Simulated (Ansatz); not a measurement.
# Zn3Se: the cost of one run

Method: DFT PBE, scalar-relativistic, plane waves, PAW, in Ansatz 0.2.0.

**1. Starting point**

The structure is cubic, space group Pm-3m (No. 221). Conventional cell: a = 4.420 Å, b = 4.420 Å, c = 4.420 Å, α = 90.00°, β = 90.00°, γ = 90.00°. Zn (site symmetry 4/mmm) is surrounded by 2 Se at 2.21 Å. Se (site symmetry m-3m) has 6 Zn at 2.21 Å as nearest neighbours.

Structure file:

```
Zn Se
1.0
     4.41973    0.00000    0.00000
     0.00000    4.41973    0.00000
     0.00000    0.00000    4.41973
Zn Se
3 1
Direct
  0.50000 0.00000 0.00000
  0.00000 0.50000 0.00000
  0.00000 0.00000 0.50000
  0.00000 0.00000 0.00000
```

(A quick probe on a coarse mesh, which set the mesh and smearing, is not shown.)

**3. Coarse relaxation**

The input, input.yaml:

```yaml
crystal:
  lattice:
    - [4.4197288504, 0.0, 0.0]
    - [0.0, 4.4197288504, 0.0]
    - [0.0, 0.0, 4.4197288504]
  atoms:
    - { symbol: Zn, position: [0.5, 0.0, 0.0] }
    - { symbol: Zn, position: [0.0, 0.5, 0.0] }
    - { symbol: Zn, position: [0.0, 0.0, 0.5] }
    - { symbol: Se, position: [0.0, 0.0, 0.0] }
basis:
  ecutwfc: 420
kpoints:
  mp_grid: { grid: [4, 4, 4] }
hamiltonian:
  xc: pbe
scf:
  occupations: { method: gaussian, width: 0.1 }
  lower_state_search: "off"
output:
  forces: true
  stress: true
  eigenvalues: true
relax:
  adjacent_minimum: "off"
  f_tol: 0.04
  max_steps: 70
  cell: { stress_tol: 0.4 }
```

Run with:

```console
$ ansatz run input.yaml --threads 1 --pin off --max-ram 2560MiB --backend cpu --events-out ev --progress --plain --runs-dir out
```

What time and memory should one allow on 1 thread of Intel Xeon Platinum 8375C at 2.90GHz (Ice Lake), shared host?

About 47 s, with a peak of 0.47 GiB.
